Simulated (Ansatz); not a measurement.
## Al2Cu under changes of volume

One of the cells (15.671 Å³/atom); the others are scaled copies at fixed shape and fractional positions:

```
Cu Al
1.0
    -2.03034    2.03034    2.85109
     2.03034   -2.03034    2.85109
     2.03034    2.03034   -2.85109
Cu Al
1 2
Direct
  0.50000 0.50000 0.00000
  0.25000 0.75000 0.50000
  0.75000 0.25000 0.50000
```

The cell comes from a database or a generator and needn't be the stable form of this composition.

```yaml
Program: Ansatz 0.2.0
Functional: LDA
Potentials_or_basis: Ansatz PAW
Cutoff: "420 eV (not typed: the program's choice for these potentials)"
k_mesh: 9 × 9 × 9
Occupations: fermi-dirac, width 0.05 eV
Spin: no spin polarisation
```

| volume (Å³/atom) | energy over the lowest point (meV/atom) | pressure (GPa) |
| --- | --- | --- |
| 14.730 | ? | ? |
| 15.044 | 0.00 | 1.2 |
| 15.357 | 0.02 | -1.1 |
| 15.671 | 4.26 | -3.2 |
| 15.984 | 12.27 | -5.0 |
| 16.297 | 23.63 | -6.6 |
| 16.611 | 37.99 | -8.1 |

Q: What does the run at 14.730 Å³/atom give?

A: Energy over the lowest point 4.70 meV/atom; pressure 3.7 GPa.

Worked out: A Birch-Murnaghan fit of order 3 (a polynomial in V^(-2/3)) to the other rows has its minimum at 15.20 Å³/atom with B0 = V·E''(V) = 111 GPa and B' = 4.7 at fixed shape and positions, which overstates the stiffness. It gives 4.77 meV/atom at 14.730 Å³/atom, against the run's 4.70, and -dE/dV = 3.8 GPa, against 3.7.

Energies are extrapolated to zero smearing.

Caveats: the PAW data sets come from PBE, with cores solved anew for the run's functional, which leaves a small shift of forces and pressure.
